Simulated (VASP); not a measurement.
# BN: single point with PBE+D3(BJ)

Crystal: BN.

```
B N
1.0
     2.50643    0.00000    0.00000
    -1.25321    2.17063    0.00000
     0.00000    0.00000    6.61412
B N
2 2
Direct
  0.33333 0.66667 0.25000
  0.66667 0.33333 0.75000
  0.33333 0.66667 0.75000
  0.66667 0.33333 0.25000
```

The cell isn't the ideal one: cell and atoms relaxed tightly for response.

| Quantity | Value |
| --- | --- |
| Program | VASP 6.6.1 |
| Task | single point |
| Functional | PBE |
| Dispersion | D3(BJ) |
| Potentials or basis | VASP PAW PBE potentials, release 64 (B, N) |
| Cutoff | 520 eV |
| k mesh | 12 × 12 × 4 |
| Occupations | gaussian, width 0.01 eV |
| Spin | no spin polarisation |

```yaml
Pressure: 0.1 GPa
Band_gap_on_the_k_mesh: 4.27 eV, indirect (least direct gap 4.63 eV)
Dispersion_energy_per_atom: -0.142 eV
```

Stress tensor (GPa, compression positive):
```
 0.18  0.00  0.00
 0.00  0.18  0.00
 0.00  0.00 -0.13
```

Levels at points of the mesh, in eV from the valence-band top:
| k point | band 5 | band 6 | band 7 | band 8 | band 9 | band 10 | band 11 | band 12 |
| --- | --- | --- | --- | --- | --- | --- | --- | --- |
| (0.00, 0.00, 0.00) | -1.33 | -1.33 | -1.29 | -1.29 | 5.29 | 10.35 | 11.52 | 11.52 |
| (0.50, 0.00, 0.00) | -4.14 | -4.07 | -1.45 | -0.42 | 4.27 | 5.66 | 9.51 | 9.92 |
| (0.00, 0.00, 0.50) | -1.31 | -1.31 | -1.31 | -1.31 | 7.67 | 7.67 | 11.59 | 11.59 |
| (0.50, 0.00, 0.50) | -4.10 | -4.10 | -0.91 | -0.91 | 4.73 | 4.73 | 9.89 | 9.89 |

Run time: 56 s on 1 thread of Intel(R) Xeon(R) Platinum 8175M CPU @ 2.50GHz (Skylake/Cascade Lake), with other jobs on the host, peak memory 0.17 GiB.

A k mesh can miss the band edges.
